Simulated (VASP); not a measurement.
# Bi: restarted molecular dynamics, 2 variants

Bi, C2/m (no. 12), 16 atoms in the cell. PBE, molecular dynamics; PAW potentials Bi (PBE set).

| Restart from | Temperature at the end (K) | The same without a restart (K) | Potential energy at the end (eV/atom) | The same without a restart (eV/atom) | Electronic steps in the first step after the restart | Time (s) |
|---|---|---|---|---|---|---|
| CONTCAR with velocities, WAVECAR read | 1092.0 | 1092.0 | -3.83357 | -3.83357 | 4 | 447 |
| CONTCAR with velocities, no WAVECAR | 1092.0 | 1092.0 | -3.83357 | -3.83357 | 14 | 444 |

Limits: 240 fs of 16 atoms are too short for converged averages.

## Input of the first row

INCAR.step1:
```
GGA = PE ; PREC = Normal
ENCUT = 200 ; EDIFF = 1E-6
NELMIN = 4 ; NELM = 60
ALGO = Fast ; LREAL = Auto
LASPH = T ; ISMEAR = -1
SIGMA = 0.069 ; ISYM = 0
LWAVE = T ; LCHARG = F
IBRION = 0 ; NSW = 30
POTIM = 4.0 ; TEBEG = 1600
ISIF = 2 ; RANDOM_SEED = 730301 0 0
MDALGO = 2 ; SMASS = 0
KPAR = 2
```

INCAR.step2, as INCAR.step1 but for:
```
- LWAVE = T
+ LWAVE = F
```

KPOINTS:
```
k-points
0
Monkhorst-Pack
  2 2 1
```

POSCAR.step1:
```
Bi
1.0
    6.9771960000      0.0000000000      0.0000000000
    0.0000000000      6.2651560000      0.0000000000
   -5.0409400000      0.0000000000     12.4542000000
Bi
16
Direct
    0.2530610000      0.5000000000      0.2143455000
    0.2530610000      0.5000000000      0.4643455000
    0.2530610000      0.5000000000      0.7143455000
    0.2530610000      0.5000000000      0.9643455000
    0.7469390000      0.5000000000      0.0356545000
    0.7469390000      0.5000000000      0.2856545000
    0.7469390000      0.5000000000      0.5356545000
    0.7469390000      0.5000000000      0.7856545000
    0.7530610000      0.0000000000      0.2143455000
    0.7530610000      0.0000000000      0.4643455000
    0.7530610000      0.0000000000      0.7143455000
    0.7530610000      0.0000000000      0.9643455000
    0.2469390000      0.0000000000      0.0356545000
    0.2469390000      0.0000000000      0.2856545000
    0.2469390000      0.0000000000      0.5356545000
    0.2469390000      0.0000000000      0.7856545000
```

Commands (each step's output is kept before the next begins):
```
cat potpaw_PBE.64/Bi/POTCAR > POTCAR
cp INCAR.step1 INCAR
cp POSCAR.step1 POSCAR
mpirun -np 2 vasp_std > vasp.out
cp CONTCAR POSCAR
cp INCAR.step2 INCAR
mpirun -np 2 vasp_std > vasp.out
```

Changes of the last row against the first:
```
(step 1)
- LWAVE = True
+ LWAVE = False
```

VASP 6.6.1 took 447 s on 2 cores (Intel Xeon Platinum 8559C (Emerald Rapids)), a shared host.
